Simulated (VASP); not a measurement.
# ZnO (zincite): cell size and functional, part 3 of 3

Which functional gives which lattice for ZnO (zincite)? The starting structure is a measured crystal structure from the Crystallography Open Database. The first relaxation on each setting starts from this cell expanded by 3 % in volume.

VASP 6.6.1.

Results so far: PBEsol 11.85 Å³ an atom; LDA 11.42 Å³ an atom; PBE 12.41 Å³ an atom; PBEsol + D3(BJ) 11.65 Å³ an atom; r2SCAN 11.89 Å³ an atom; r2SCAN + rVV10 11.78 Å³ an atom; rev-vdW-DF2 12.13 Å³ an atom.

## Step 9: Relaxation with RPBE

Level of this step: RPBE; plane waves and PAW (Zn, O) (VASP).

RPBE by itself binds more weakly than PBE and expands cells. This run starts from the cell of an earlier relaxation, which isn't shown; the restart sets up the plane waves anew.

INCAR reads:

```
SYSTEM = ZnO
PREC = Accurate
ENCUT = 520
EDIFF = 1E-06
NELM = 100
ISMEAR = 0
SIGMA = 0.03
LREAL = .FALSE.
ALGO = Normal
GGA = RP
NBANDS = 24
LORBIT = 11
LWAVE = .FALSE.
LCHARG = .FALSE.
KPAR = 8
IBRION = 2
NSW = 50
ISIF = 3
EDIFFG = -0.006
```

POSCAR reads:

```
ZnO
1.0
    3.3266529810      0.0000000000      0.0000000000
   -1.6633264906      2.8809659912      0.0000000000
    0.0000000000      0.0000000000      5.3659832706
Zn O
2 2
Direct
    0.6666666667      0.3333333333      0.9998489137
    0.3333333333      0.6666666667      0.4998489137
    0.3333333333      0.6666666667      0.8791610863
    0.6666666667      0.3333333333      0.3791610863
```

KPOINTS reads:

```
Automatic mesh
0
Gamma
9 9 4
0 0 0
```

PAW data sets: Zn and O (PBE family, release 64).

The run is started by

```bash
$ mpirun -np 8 vasp_std
```

What it wrote:

```text
[... set-up lines as in an earlier step ...]
 entering main loop
       N       E                     dE             d eps       ncg     rms          rms(c)
DAV:   1     0.283394861552E+03    0.28339E+03   -0.18552E+04  1736   0.213E+03
DAV:   2     0.938834758687E+01   -0.27401E+03   -0.26012E+03  1880   0.417E+02
DAV:   3    -0.192039419881E+02   -0.28592E+02   -0.28360E+02  2024   0.140E+02
DAV:   4    -0.196688143220E+02   -0.46487E+00   -0.46467E+00  1952   0.190E+01
[...]
DAV:  13    -0.163721695061E+02   -0.39057E-04   -0.13259E-04  1936   0.162E-01    0.249E-02
DAV:  14    -0.163721637522E+02    0.57538E-05   -0.38585E-05  2072   0.563E-02    0.312E-03
DAV:  15    -0.163721637867E+02   -0.34486E-07   -0.47597E-06  1824   0.203E-02
   1 F= -.16372164E+02 E0= -.16372164E+02  d E =-.163722E+02
[...]
N       E                     dE             d eps       ncg     rms          rms(c)
DAV:   1    -0.163725592584E+02   -0.39551E-03   -0.56805E-03  2064   0.141E+00    0.148E-01
DAV:   2    -0.163721951875E+02    0.36407E-03   -0.12398E-03  2160   0.710E-01    0.521E-02
DAV:   3    -0.163721640569E+02    0.31131E-04   -0.23401E-05  2352   0.144E-01    0.294E-02
DAV:   4    -0.163721516076E+02    0.12449E-04   -0.10950E-05  2600   0.552E-02    0.245E-03
DAV:   5    -0.163721518536E+02   -0.24596E-06   -0.33295E-06  1392   0.151E-02
   2 F= -.16372152E+02 E0= -.16372152E+02  d E =0.119331E-04
 trial-energy change:    0.000012  1 .order   -0.000006   -0.000029    0.000016
 step:   0.6434(harm=  0.6434)  dis= 0.00000  next Energy=   -16.372173 (dE=-0.922E-05)
 reached required accuracy - stopping structural energy minimisation
```

Run time: 6.4 s. Hardware: 8 MPI ranks of Intel Xeon 6975P-C (Granite Rapids), shared host; peak memory 1.6 GiB.

Parts of OUTCAR (step 9):

```text
  Total       -0.0157772     -0.0157772     -0.0152610      0.0000000      0.0000000      0.0000000
  in kB       -0.4910250     -0.4910250     -0.4749590      0.0000000      0.0000000      0.0000000
  external PRESSURE =      -0.4856697 kB  Pullay stress =       0.0000000 kB

 POSITION                                       TOTAL-FORCE (eV/Angst)
 -----------------------------------------------------------------------------------
      1.66388      0.96064      5.36706         0.000000      0.000000      0.000131
     -0.00000      1.92128      2.68313        -0.000000     -0.000000      0.000131
     -0.00000      1.92128      4.71922         0.000000     -0.000000     -0.000131
      1.66388      0.96064      2.03528        -0.000000      0.000000     -0.000131
 -----------------------------------------------------------------------------------
    total drift:                                0.000000      0.000000      0.000165

  FREE ENERGIE OF THE ION-ELECTRON SYSTEM (eV)
  ---------------------------------------------------
  free  energy   TOTEN  =       -16.3721518536 eV

  energy  without entropy=      -16.3721518536  energy(sigma->0) =      -16.37215185

[... 2 parts as in an earlier step ...]

[... 2 further parts left out ...]
[key lines of the parts left out:]
E-fermi :   0.9084
```

With RPBE the relaxed cell holds 12.870 Å³ an atom, +8.15 % against the measured cell, with a = 3.328 Å and c = 5.368 Å. That is +8.59 % from PBEsol. Pressures at 0.985 and 1.015 times this volume, from two more relaxations that aren't shown, give a bulk modulus of 116.7 GPa.

## Step 10: The runs compared

```
          level  volume (Å³/atom)  against the measured cell (%)   a (Å)   c (Å)  bulk modulus (GPa)  pressure left (GPa)  core minutes
         PBEsol            11.852                           -0.4  3.2367  5.2254               142.3                 0.06          3.17
            LDA            11.418                          -4.05  3.1951  5.1659               164.3                 0.07          3.01
            PBE            12.411                            4.3  3.2867  5.3068               129.3                -0.01          2.03
PBEsol + D3(BJ)            11.654                          -2.06  3.2191  5.1946               150.0                 0.05          4.59
         r2SCAN            11.888                           -0.1  3.2429   5.221               150.3                -0.03          7.65
 r2SCAN + rVV10            11.782                          -0.99  3.2332  5.2056               155.9                 0.05          22.1
    rev-vdW-DF2            12.135                           1.98  3.2603   5.273               135.5                 0.04          16.5
           RPBE             12.87                           8.15  3.3278  5.3679               116.7                -0.05           3.2
```

Core minutes are wall time times ranks, summed over the relaxations behind a row (those for a bulk modulus apart), on shared hosts.

## Step 11: Outcome

```yaml
volume_pbesol: 11.85 Å³/atom
volume_lda: 11.42 Å³/atom
volume_pbe: 12.41 Å³/atom
volume_pbesol_d3_bj: 11.65 Å³/atom
volume_r2scan: 11.89 Å³/atom
volume_r2scan_rvv10: 11.78 Å³/atom
volume_rev_vdw_df2: 12.13 Å³/atom
volume_rpbe: 12.87 Å³/atom
```

**Reading.** Across 8 levels the volume of ZnO (zincite) spans 12.7 %, from 11.42 Å³ an atom (LDA) to 12.87 Å³ (RPBE). Against the measured volume of the starting structure, r2SCAN comes nearest (-0.1 %) and RPBE lies farthest (+8.2 %). The measured cell holds zero-point expansion and, unless it was taken cold, thermal expansion, which the runs lack, so small differences decide nothing. Adding D3(BJ) to PBEsol changes the volume by -1.7 %. Adding rVV10 to r2SCAN changes the volume by -0.9 %. The bulk modulus goes from 116.7 GPa (RPBE) to 164.3 GPa (LDA). LASPH is on in some of these runs and off in others, which adds a little to the differences. All runs keep the symmetry of the start, so they can't find a distortion of lower symmetry. Further runs on this material are not shown.

[Lines on the potential files, build, host, timing and source positions are cut from VASP's logs without a mark.]

[Logs are printed without paths, hosts, clocks, repeated set-up lines and the standing remarks that a program may print on its own settings, such as how far it seeks lower states.]

[Hosts, paths, dates, database ids (printed as entryN), source tags and the programs' standing remarks are cut or masked in the printed files.]
